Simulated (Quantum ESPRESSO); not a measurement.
WS2, 3 atoms in the cell. The cell holds a slab with vacuum, 3 atoms: a = 3.184 Å, b = 3.184 Å, c = 16.951 Å, α = 90.00°, β = 90.00°, γ = 120.00°.  The cell isn't the ideal one: atoms moved at random, drawn with an rms of 0.05 Å.

| Quantity | Value |
| --- | --- |
| Program | Quantum ESPRESSO 7.5 |
| Task | single point |
| Functional | PBE |
| Potentials or basis | SSSP 1.3 efficiency PBE |
| Cutoff | 748 eV |
| Density cutoff | 5987 eV |
| k mesh | 10 × 10 × 2 |
| Occupations | fermi-dirac, width 0.05 eV |
| Spin | no spin polarisation |
| Mixing beta | 0.5 |
| Most SCF iterations | 120 |
| SCF threshold | 6e-10 Ry |

Potentials or basis: SSSP 1.3 efficiency PBE.

Launch:

```console
$ OMP_NUM_THREADS=1 pw.x -in pw.in > pw.out
```

Hardware: 1 thread of Intel(R) Xeon(R) Processor @ 2.70GHz, on a shared host.

Task: How long does it take, and how much memory?

Result: It took 6.8 min on 1 thread of Intel(R) Xeon(R) Processor @ 2.70GHz, on a shared host, peak memory 1.2 GiB. Counts: scf iterations 11, k pools 1, bands 20, k points 104, g dense 156315.
